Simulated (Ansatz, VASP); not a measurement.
CuI (Marshite) in VASP and in Ansatz

```
Cu I
1.0
     0.00000    3.07080    3.07080
     3.07080    0.00000    3.07080
     3.07080    3.07080    0.00000
Cu I
1 1
Direct
  0.25000 0.25000 0.25000
  0.00000 0.00000 0.00000
```

Alike in both runs: task single point; functional r2SCAN; k mesh 8 × 8 × 8; occupations gaussian, width 0.02 eV; no spin polarisation.

```csv
,VASP,Ansatz
version,VASP 6.6.1,Ansatz 0.2.0
potentials or method,"VASP PAW PBE potentials, release 64 (Cu, I)","scalar-relativistic, plane waves, PAW"
plane-wave cutoff (eV),520,500
valence electrons in the cell,18,36
```

Ansatz gave:

| Item | Value |
| --- | --- |
| gap on the k mesh at the Fermi level (eV) | 1.50 |
| least direct gap on the mesh (eV) | 1.50 |
| pressure (GPa) | -2.2 |

Problem. Estimate VASP's values.

Solution. gap on the k mesh at the Fermi level (eV): 1.51; least direct gap on the mesh (eV): 1.51; pressure (GPa): -2.2.

The two sets of potentials don't hold the same shells in valence.

Caveats: the PAW data sets were made with another functional, which shifts forces and pressure a little (VASP); spin-orbit coupling is left out, which moves the levels of the heavy elements. r2SCAN opens gaps a little over a GGA but as a rule still falls short of measured ones.
